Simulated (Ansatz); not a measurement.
Density of states of ZnSe (F-43m, a = 5.666 Å, b = 5.666 Å, c = 5.666 Å, α = 90.00°, β = 90.00°, γ = 90.00°), in states per eV and primitive cell, averaged over bins of 0.3 eV. Level of theory: Ansatz, DFT r2SCAN, scalar-relativistic, plane waves, PAW.

Plane waves to 500 eV, a k mesh through Γ of 8×8×8 on the computed 2-atom cell and Gaussian smearing (0.02 eV); no spin polarisation.

The cell is relaxed at this level. The states (both spins) are summed by tetrahedra on a 12×12×12 mesh at the self-consistent density. Energies are bin centres; the table starts no lower than −8 eV and ends at 6 eV, or lower where the solved bands end.

The gap is 1.87 eV at this level, with the zero inside it.

| E − E_F (eV) | total | Zn 3d | Se 4p | Zn 4s | Se 4s |
| --- | --- | --- | --- | --- | --- |
| -7.50 | 16.29 | 14.99 | 1.17 | 0.11 | 0.00 |
| -7.20 | 14.97 | 14.66 | 0.18 | 0.08 | 0.04 |
| -6.90 | 2.08 | 1.95 | 0.03 | 0.03 | 0.06 |
| -6.60 | 0.00 | 0.00 | 0.00 | 0.00 | 0.00 |
| -6.30 | 0.01 | 0.00 | 0.01 | 0.00 | 0.00 |
| -6.00 | 0.44 | 0.02 | 0.31 | 0.09 | 0.01 |
| -5.70 | 2.39 | 0.19 | 1.46 | 0.68 | 0.04 |
| -5.40 | 1.21 | 0.14 | 0.71 | 0.29 | 0.05 |
| -5.10 | 0.68 | 0.09 | 0.40 | 0.14 | 0.04 |
| -4.80 | 0.49 | 0.07 | 0.29 | 0.09 | 0.04 |
| -4.50 | 0.35 | 0.05 | 0.21 | 0.06 | 0.03 |
| -4.20 | 0.30 | 0.04 | 0.19 | 0.05 | 0.03 |
| -3.90 | 1.25 | 0.09 | 1.05 | 0.05 | 0.02 |
| -3.60 | 1.32 | 0.09 | 1.12 | 0.05 | 0.02 |
| -3.30 | 1.46 | 0.09 | 1.26 | 0.05 | 0.02 |
| -3.00 | 1.88 | 0.10 | 1.66 | 0.04 | 0.01 |
| -2.70 | 1.84 | 0.11 | 1.62 | 0.03 | 0.01 |
| -2.40 | 1.78 | 0.11 | 1.58 | 0.02 | 0.01 |
| -2.10 | 1.80 | 0.11 | 1.60 | 0.02 | 0.01 |
| -1.80 | 1.48 | 0.09 | 1.32 | 0.01 | 0.00 |
| -1.50 | 0.81 | 0.06 | 0.73 | 0.00 | 0.00 |
| -1.20 | 0.44 | 0.03 | 0.40 | 0.00 | 0.00 |
| -0.90 | 0.05 | 0.00 | 0.05 | 0.00 | 0.00 |
| -0.60 | 0.00 | 0.00 | 0.00 | 0.00 | 0.00 |
| -0.30 | 0.00 | 0.00 | 0.00 | 0.00 | 0.00 |
| 0.00 | 0.00 | 0.00 | 0.00 | 0.00 | 0.00 |
| 0.30 | 0.00 | 0.00 | 0.00 | 0.00 | 0.00 |
| 0.60 | 0.00 | 0.00 | 0.00 | 0.00 | 0.00 |
| 0.90 | 0.00 | 0.00 | 0.00 | 0.00 | 0.00 |
| 1.20 | 0.00 | 0.00 | 0.00 | 0.00 | 0.00 |
| 1.50 | 0.02 | 0.00 | 0.00 | 0.01 | 0.00 |
| 1.80 | 0.04 | 0.00 | 0.01 | 0.02 | 0.01 |
| 2.10 | 0.07 | 0.00 | 0.01 | 0.04 | 0.01 |
| 2.40 | 0.34 | 0.00 | 0.06 | 0.17 | 0.04 |
| 2.70 | 0.71 | 0.00 | 0.12 | 0.28 | 0.05 |
| 3.00 | 1.03 | 0.00 | 0.17 | 0.35 | 0.05 |
| 3.30 | 1.86 | 0.01 | 0.34 | 0.63 | 0.07 |
| 3.60 | 1.69 | 0.00 | 0.34 | 0.60 | 0.05 |
| 3.90 | 1.10 | 0.00 | 0.21 | 0.36 | 0.02 |
| 4.20 | 0.91 | 0.00 | 0.16 | 0.24 | 0.01 |
| 4.50 | 0.68 | 0.00 | 0.10 | 0.14 | 0.01 |
| 4.80 | 0.72 | 0.00 | 0.08 | 0.12 | 0.01 |
| 5.10 | 1.57 | 0.00 | 0.16 | 0.22 | 0.01 |
| 5.40 | 1.63 | 0.00 | 0.11 | 0.15 | 0.01 |
| 5.70 | 1.05 | 0.00 | 0.06 | 0.08 | 0.00 |

The columns after the total are the Löwdin projections on the occupied valence shells of the potentials. The rest of the total lies in shells that are empty in the free atom, which aren't projected, and between the atoms.